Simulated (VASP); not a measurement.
A run of VASP 6.6.1 is set up as follows.

Contents of INCAR:

```
PREC     = Accurate       # precision mode
ENCUT    = 520            # plane-wave cutoff, eV
EDIFF    = 1E-6           # SCF threshold, eV
ISMEAR   = 0              # smearing method
SIGMA    = 0.05           # smearing width, eV
LREAL    = F              # projectors in reciprocal space
LASPH    = T              # aspherical terms in the spheres
NELM     = 100            # most SCF steps
ALGO     = Fast           # electronic algorithm
ISIF     = 2              # what is computed and relaxed
LWAVE    = F              # write WAVECAR
LCHARG   = F              # write CHGCAR
ISPIN    = 2              # spin polarisation
MAGMOM   = 3 -3 0 0       # initial moments
LORBIT   = 11             # projections on sites
LMAXMIX  = 4              # l up to which the mixer works
GGA      = PE             # functional
```

Contents of KPOINTS:

```
regular mesh
0
Gamma
  7 7 7
```

File POSCAR:

```
FeO
1.0
   -1.5176821100     -0.8762341700      5.0315891600
    1.5176821100     -0.8762341700      5.0315891600
    0.0000000000      1.7524683600      5.0315891600
Fe O
2 2
Direct
    0.0000000000      0.0000000000      0.0000000000
    0.5000000000      0.5000000000      0.5000000000
    0.2500000000      0.2500000000      0.2500000000
    0.7500000000      0.7500000000      0.7500000000
```

Potentials or basis: VASP PAW PBE potentials, release 64 (Fe, O).

Command:

```bash
$ cat potpaw_PBE.64/Fe/POTCAR potpaw_PBE.64/O/POTCAR > POTCAR
$ mpirun -np 1 vasp_std > vasp.out
```

Question: Predict the net moment.

Answer: 0.00 μB per cell.

Question: Predict the band gap on the k mesh.

Answer: None (metal or under the smearing width).

Question: Estimate the site moments.

Answer: Fe +3.44, -3.44; O +0.00 μB.

Stress tensor (GPa, compression positive):
```
-5.30  0.00  0.00
 0.00 -5.30  0.00
 0.00  0.00  3.43
```

Caveat: semilocal functionals often make such compounds metallic where correlation or magnetic order opens a gap, which also shifts bond lengths. With open d or f shells a metallic result of PBE can be an artefact of self-interaction; +U or a hybrid may open a gap.
